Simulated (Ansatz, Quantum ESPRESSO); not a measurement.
# 2H-WS2, 1 layer: the energy at a withheld member of a series

**Set-up.** Quantum ESPRESSO 7.5, PBE, GBRV ultrasoft. Cell and atoms are first relaxed; each strained cell is then held and the atoms relax in it. A periodic run with 15 Å of vacuum in the starting cell gives the vacuum levels, and bands follow along a path. The series steps biaxial strain. Energies count from the lowest.

```tsv
biaxial strain	energy (eV)
-4 %	0.1742
-3 %	0.0969
-2 %	0.0430
-1 %	0.0112
0 %	0.0000
1 %	0.0083
2 %	0.0348
3 %	0.0787
```

To predict: What is the energy at 4 %?

**Fit.** The rows at 2 % and 3 % give a slope of (0.0787 − (0.0348))/(3 − (2)) = 0.0439, so a straight line gives 0.1226 eV. A parabola through these and the row at 1 % gives 0.1400 eV.

What the calculation gave: 0.1387 eV. The line misses by −0.0161 and the parabola by +0.0013 eV. The parabola does better.

Caveats: Semilocal gaps are too small; the 1×1 cell can't ripple over many cells under compression as a free sheet would. No spin-orbit coupling.

[Logs are printed without paths, hosts, clocks, repeated set-up lines and the standing remarks that a program may print on its own settings, such as how far it seeks lower states.]
